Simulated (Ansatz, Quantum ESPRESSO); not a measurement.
# Mo: spin-orbit coupling in 2 programs

```cif
data_structure
_symmetry_space_group_name_H-M 'Im-3m'
_symmetry_Int_Tables_number 229
_cell_length_a 3.1676
_cell_length_b 3.1676
_cell_length_c 3.1676
_cell_angle_alpha 90.000
_cell_angle_beta 90.000
_cell_angle_gamma 90.000
_cell_volume 31.78
loop_
_atom_site_label
_atom_site_type_symbol
_atom_site_symmetry_multiplicity
_atom_site_Wyckoff_symbol
_atom_site_fract_x
_atom_site_fract_y
_atom_site_fract_z
_atom_site_occupancy
Mo1 Mo 2 a 0.00000 0.00000 0.00000 1
```

Kept alike: task band structure; functional PBEsol; k mesh 12 × 12 × 12; occupations fermi-dirac, width 0.05 eV. The mesh is that of the run's cell of 1 atom.

- A: Ansatz, Ansatz PAW, made for PBE, cutoff 420 eV
- B: Quantum ESPRESSO; PseudoDojo 0.4.1 SR PBEsol standard (False); PseudoDojo 0.4 FR PBEsol standard (True), cutoff 1088 eV

| spin-orbit coupling | A: pressure (GPa) | B: pressure (GPa) |
| --- | --- | --- |
| off | -9.61 | -9.26 |
| on | -9.53 | -8.89 |

Pressure is positive in compression; plane-wave values hold the error of the finite cutoff, which Ansatz corrects. Values on potentials made for another functional: all of A. For a metal such a mesh leaves the last digits unconverged.

**Question.** How large is the effect of spin-orbit coupling, and do the programs agree on it?

**Answer.** From off to on the pressure moves by +0.08 in A, +0.37 in B (GPa). Row by row the programs differ by 0.35 to 0.64, and the shifts point the same way but differ by 78 % of the larger.
